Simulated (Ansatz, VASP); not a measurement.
**One calculation of Ge, two programs**

The input INCAR:

```
SYSTEM = Ge
PREC     = Accurate       ! precision mode
ENCUT    = 520            ! plane-wave cutoff, eV
EDIFF    = 1E-6           ! SCF threshold, eV
ISMEAR   = -1             ! smearing method
SIGMA    = 0.1            ! smearing width, eV
LREAL    = .False.        ! projectors in reciprocal space
LASPH    = .True.         ! aspherical terms in the spheres
NELM     = 60             ! most SCF steps
ALGO     = Normal         ! electronic algorithm
ISIF     = 2              ! what is computed and relaxed
LWAVE    = .False.        ! write WAVECAR
LCHARG   = .True.         ! write CHGCAR
GGA      = CA             ! functional
LELF     = .True.         ! ELF
LVHAR    = .True.       
NBANDS   = 13             ! bands
```

File KPOINTS:

```
regular mesh
0
Gamma
  18 18 18
  0 0 0
```

The input POSCAR:

```
Ge
1.0
   -1.6480415715      1.6480415715      1.6480415715
    1.6480415715     -1.6480415715      1.6480415715
    1.6480415715      1.6480415715     -1.6480415715
Ge
1
Direct
    0.0000000000      0.0000000000      0.0000000000
```

Input for Ansatz:

```yaml
crystal:
  lattice:
    - [-1.6480415715, 1.6480415715, 1.6480415715]
    - [1.6480415715, -1.6480415715, 1.6480415715]
    - [1.6480415715, 1.6480415715, -1.6480415715]
  atoms:
    - { symbol: Ge, position: [0.0, 0.0, 0.0] }
kpoints:
  mp_grid: { grid: [18, 18, 18] }
  band_path:
    path:
      - [0.0, 0.0, 0.0]
      - [0.5, -0.5, 0.5]
      - [0.0, 0.0, 0.5]
      - [0.0, 0.0, 0.0]
      - [0.25, 0.25, 0.25]
      - [0.5, -0.5, 0.5]
      - [0.25, 0.25, 0.25]
      - [0.0, 0.0, 0.5]
    npoints: 8
scf:
  occupations: { method: fermi_dirac, width: 0.1 }
hamiltonian:
  xc: lda
  pseudopotentials: { kind: paw }
output:
  forces: true
  stress: true
  eigenvalues: true
  populations: true
  dos: { projected: true, de: 0.2, e_range: [-14, 8] }
```

Change from the starting cell: volume scaled by 1, PAW files.

Alike in both runs: task single point; functional LDA; k mesh 18 × 18 × 18; occupations fermi-dirac, width 0.1 eV; no spin polarisation.

|  | VASP | Ansatz |
| --- | --- | --- |
| version | VASP 6.6.1 | Ansatz 0.2.0 |
| potentials or method | VASP PAW LDA potentials, release 64 (Ge_d) | PAW with Ansatz's default frozen-core files, scalar-relativistic |
| plane-wave cutoff (eV) | 520 | 420 |
| valence electrons in the cell | 14 | 14 |

Ansatz gave:

| Quantity | Value |
| --- | --- |
| pressure (GPa) | 0.0 |

Task: What did VASP give for the same quantities?

Result: Pressure (GPa): 0.2.
